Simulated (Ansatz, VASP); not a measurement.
# Two plane-wave programs on SrCl2

```
Sr Cl
1.0
     2.45672    1.41839    4.01532
    -2.45672    1.41839    4.01532
     0.00000   -2.83678    4.01532
Sr Cl
1 2
Direct
  0.00000 0.00000 0.00000
  0.24995 0.24995 0.24995
  0.75005 0.75005 0.75005
```

Alike in both runs: task single point; functional LDA; k mesh 4 × 4 × 4; no spin polarisation.

|  | VASP | Ansatz |
| --- | --- | --- |
| version | VASP 6.6.1 | Ansatz 0.2.0 |
| potentials or method | VASP PAW LDA potentials, release 64 (Sr_sv, Cl) | plane waves |
| plane-wave cutoff (eV) | 520 | 420 |
| occupations | gaussian, width 0.01 eV | fixed |
| valence electrons in the cell | 24 | 24 |

Ansatz gave:

| Quantity | Value |
| --- | --- |
| gap on the k mesh at the Fermi level (eV) | 4.92 |
| pressure (GPa) | -2.5 |

Question: Estimate VASP's values.

Answer: gap on the k mesh at the Fermi level (eV): 4.93; pressure (GPa): -2.4.

A k mesh can miss the band edges. Expect the measured gap to be larger: semilocal functionals such as LDA lack the derivative discontinuity.
